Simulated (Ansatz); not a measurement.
Crystal: TiSi2.

```
CELL_PARAMETERS angstrom
1.76511 -6.75928 0.00000
1.76511 6.75928 0.00000
0.00000 0.00000 3.56517
ATOMIC_POSITIONS crystal
Ti 0.10312 0.89688 0.25000
Ti 0.89688 0.10312 0.75000
Si 0.75031 0.24969 0.25000
Si 0.24969 0.75031 0.75000
Si 0.44175 0.55825 0.25000
Si 0.55825 0.44175 0.75000
```

The cell comes from a database or a generator and needn't be the stable form of this composition.

Base run:

- Program: Ansatz 0.2.0
- Functional: PBE0
- Potentials or basis: Ansatz PAW
- Cutoff: 420 eV (not typed: the program's choice for these potentials)
- k mesh: 6 × 6 × 6
- Occupations: fermi-dirac, width 0.05 eV
- Spin: no spin polarisation

Its results: band gap on the k mesh none (metal or under the smearing width); pressure -2.1 GPa; largest force 0.205 eV/Å.

**Question.** The run is repeated on the same cell with these changes: functional from PBE0 to HSE06. What comes out?

**Answer.** Band gap on the k mesh none (metal or under the smearing width); pressure -1.5 GPa; largest force 0.195 eV/Å.

Caveats: the PAW data sets come from PBE, with cores solved anew for the run's functional, which leaves a small shift of forces and pressure; the thresholds are loose for stress.
